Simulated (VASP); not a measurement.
WS2: band structure with PBE+D3(BJ)

Slab: WS2, a slab with vacuum.

```xyz
6
Lattice="3.1584 0.0000 0.0000 -1.5792 2.7353 0.0000 0.0000 0.0000 27.2937" Properties=species:S:1:pos:R:3 pbc="T T T"
S     0.0000    1.8235    9.0436
S     0.0000    1.8235   12.1928
S     0.0000    0.0000   15.1131
S     0.0000    0.0000   18.2624
W     1.5792    0.9118   10.6201
W     0.0000    1.8235   16.6866
```

```json
{
  "Program": "VASP 6.6.1",
  "Task": "band structure",
  "Functional": "PBE",
  "Dispersion": "D3(BJ)",
  "Potentials or basis": "VASP PAW PBE potentials, release 64 (S, W_sv)",
  "Cutoff": "520 eV",
  "k mesh": "6 × 6 × 1",
  "Occupations": "gaussian, width 0.03 eV",
  "Spin": "no spin polarisation",
  "Dipole correction": "yes",
  "Further INCAR settings": "ALGO = Fast; EDIFF = 1e-06; NBANDS = 35"
}
```

```
Largest force                          : 0.011 eV/Å
Band gap on the k mesh                 : 1.38 eV, indirect (least direct gap 1.84 eV)
Band gap along the path                : 1.45 eV, indirect (least direct gap 1.84 eV)
Dispersion energy per atom             : -0.370 eV
Ionisation potential of the upper face : 5.18 eV
```

Forces on the atoms (eV/Å):
```
S    0.000  0.000 -0.004
S    0.000  0.000  0.006
S    0.000  0.000 -0.011
S    0.000  0.000  0.008
W    0.000  0.000  0.000
W    0.000  0.000  0.001
```

Levels at points of the mesh, in eV from the valence-band top:
| k point | band 22 | band 23 | band 24 | band 25 | band 26 | band 27 | band 28 | band 29 | band 30 | band 31 |
| --- | --- | --- | --- | --- | --- | --- | --- | --- | --- | --- |
| (0.00, 0.00, 0.00) | -2.05 | -1.98 | -1.98 | -0.77 | 0.00 | 2.44 | 2.44 | 2.51 | 2.51 | 2.60 |
| (0.50, 0.00, 0.00) | -2.50 | -1.75 | -1.60 | -1.46 | -1.35 | 2.48 | 2.56 | 2.84 | 3.00 | 3.50 |

It took 24 s on 4 MPI ranks on Intel(R) Xeon(R) 6975P-C (Granite Rapids), with other jobs on the host, peak memory 0.41 GiB a rank.

Caveat: spin-orbit coupling is left out, which moves the levels of the heavy elements. As with any semilocal functional, this PBE gap is likely too small.
